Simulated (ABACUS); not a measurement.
Something may be wrong with this ABACUS 3.10.1 calculation of CdS.

File INPUT:

```
INPUT_PARAMETERS
suffix              CdS
calculation         scf
basis_type          lcao
pseudo_dir          ./
orbital_dir         ./
symmetry            1
dft_functional      pz
ecutwfc             103
pseudo_rcut         7
nspin               1
nbands              17
ks_solver           genelpa
smearing_method     gaussain
smearing_sigma      0.00367493
scf_thr             1e-07
scf_nmax            60
mixing_type         broyden
mixing_beta         0.7
cal_force           1
cal_stress          1
out_mul             1
```

The input STRU:

```
ATOMIC_SPECIES
Cd 112.4140 Cd_ONCV_PBE-1.2.upf
S 32.0600 S_ONCV_PBE-1.2.upf

NUMERICAL_ORBITAL
Cd_confined-atom_7au_3s2p2d1f.orb
S_confined-atom_7au_2s2p1d.orb

LATTICE_CONSTANT
1.8897261246

LATTICE_VECTORS
4.2611695877 0.0000000000 0.0000000000
-2.1305847939 3.6902811128 0.0000000000
0.0000000000 0.0000000000 5.8041729400

ATOMIC_POSITIONS
Direct

Cd
0.0
1
0.0000000000 0.0000000000 0.4426919200 1 1 1

S
0.0
1
0.6666666667 0.3333333333 0.4343080800 1 1 1
```

The input KPT:

```
K_POINTS
0
Gamma
5 5 4 0 0 0
```

Potentials or basis: SG15 ONCV 1.2 PBE, DZP LCAO (the cutoffs set its grid).

Run with:

```console
$ OMP_NUM_THREADS=4 abacus > log
```

running log:

```text
ABACUS v3.10.1

               Atomic-orbital Based Ab-initio Computation at UStc

 !!!!!!!!!!!!!!!!!!!!!!!!!!!!!!!!!!!!!!!!!!!!!!!!!!!!!!!!!
                         NOTICE
 !!!!!!!!!!!!!!!!!!!!!!!!!!!!!!!!!!!!!!!!!!!!!!!!!!!!!!!!!

 The parameter smearing_method must be 'gauss', 'gaussian', 'fd', 'fermi-dirac', 'fixed', 'mp', 'mp2', 'mp3marzari-vanderbilt', 'cold' or 'mv'!
 CHECK IN FILE : OUT.CdS/warning.log

 !!!!!!!!!!!!!!!!!!!!!!!!!!!!!!!!!!!!!!!!!!!!!!!!!!!!!!!!!
                         NOTICE
 !!!!!!!!!!!!!!!!!!!!!!!!!!!!!!!!!!!!!!!!!!!!!!!!!!!!!!!!!
```

Question: Diagnose the run.

Answer: The program refused the input. The input holds a flaw that was put in on purpose: unknown smearing name (smearing_method = gaussain).
